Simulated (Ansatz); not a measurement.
# HfO2 at a changed volume: Field gradients at the nuclei

The cell is a COD entry, relaxed with PBE at fixed cell and then changed (volume scaled by 1.02).

```yaml
crystal:
  lattice:
    - [5.15190, 0.00000, 0.00000]
    - [0.00000, 5.22004, 0.00000]
    - [-0.86435, 0.00000, 5.24840]
  atoms:
    - { symbol: Hf, position: [0.27670, 0.04188, 0.20813] }
    - { symbol: Hf, position: [0.72330, 0.54188, 0.29187] }
    - { symbol: Hf, position: [0.72330, 0.95812, 0.79187] }
    - { symbol: Hf, position: [0.27670, 0.45812, 0.70813] }
    - { symbol: O, position: [0.44655, 0.75838, 0.48027] }
    - { symbol: O, position: [0.55345, 0.25838, 0.01973] }
    - { symbol: O, position: [0.55345, 0.24162, 0.51973] }
    - { symbol: O, position: [0.44655, 0.74162, 0.98027] }
    - { symbol: O, position: [0.07264, 0.33925, 0.33895] }
    - { symbol: O, position: [0.92736, 0.83925, 0.16105] }
    - { symbol: O, position: [0.92736, 0.66075, 0.66105] }
    - { symbol: O, position: [0.07264, 0.16075, 0.83895] }
```

Atom numbers follow the list; atoms alike are taken as one site, whose name carries the number of the first.

Level of theory: DFT, PBE, plane waves and PAW (field gradients read without the response of the frozen cores, which leaves them typically 4 to 6 % off), scalar-relativistic, 420 eV cutoff, Γ-centred 4×4×4 k-points, Fermi–Dirac smearing 0.02 eV (Ansatz 0.2.0).

V_zz is the principal component of the electric field gradient with the largest magnitude, η = (V_xx − V_yy)/V_zz and C_Q = eQV_zz/h. Directions are in the Cartesian axes of the cell vectors above, for the atom listed; none is given where the gradient is under 0.02 or η is above 0.95.

(1) Which values are expected at the nuclei?

Answers

(1) 

```json
{"site": "Hf", "first atom": "1", "first shell": "7 O at 2.06–2.26 Å", "V_zz (10²¹ V/m²)": "11.66", "η": "0.16", "direction of V_zz (x, y, z)": "-0.46 0.03 0.89"}
{"site": "O5", "first atom": "5", "first shell": "4 Hf at 2.15–2.26 Å", "V_zz (10²¹ V/m²)": "-1.10", "η": "0.97", "direction of V_zz (x, y, z)": "–"}
{"site": "O9", "first atom": "9", "first shell": "3 Hf at 2.06–2.16 Å", "V_zz (10²¹ V/m²)": "-1.55", "η": "0.84", "direction of V_zz (x, y, z)": "0.63 0.71 -0.30"}
```

Without spin–orbit coupling the gradients at and beside Hf can be off by some per cent, at some sites by more. Where η is near 1 the sign of V_zz means little.
